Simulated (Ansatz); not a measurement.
**MgO in Ansatz: the effect of functional**

The system is MgO.

```
CELL_PARAMETERS angstrom
3.37266 0.00000 0.00000
-1.68633 2.92081 0.00000
0.00000 0.00000 5.08061
ATOMIC_POSITIONS crystal
Mg 0.66667 0.33333 0.50216
Mg 0.33333 0.66667 0.00216
O 0.66667 0.33333 0.90244
O 0.33333 0.66667 0.40244
```

Measurements of this composition are mostly on another form, of space group No. 225.

The cell isn't the ideal one: volume scaled by 1.06.

Alike in all runs:

* Program: Ansatz 0.2.0
* Task: single point
* Potentials or basis: Ansatz PAW
* k mesh: 9 × 9 × 6
* Occupations: fermi-dirac, width 0.05 eV
* Spin: no spin polarisation

One run gave: gap on the mesh 3.82 eV; pressure -7.0 GPa; largest force 0.08 eV/Å. Which functional did it use?
A. PBEsol
B. r2SCAN
C. LDA

B.

```tsv
functional	cutoff	gap on the mesh (eV)	pressure (GPa)	largest force (eV/Å)
LDA	420 eV (not typed: the program's choice for these potentials)	3.05	-10.1	0.09
PBEsol	420 eV (not typed: the program's choice for these potentials)	3.04	-6.0	0.06
r2SCAN	500 eV (not typed: the program's choice for these potentials)	3.82	-7.0	0.08
```

Caveats: odd divisions of the mesh miss points on the zone boundary, where band edges often lie, so the gap on the mesh can be too wide; the PAW data sets come from PBE, with cores solved anew for the run's functional, which leaves a small shift of forces and pressure.

A k mesh can miss the band edges.

Runs at the PBE level aren't shown here.
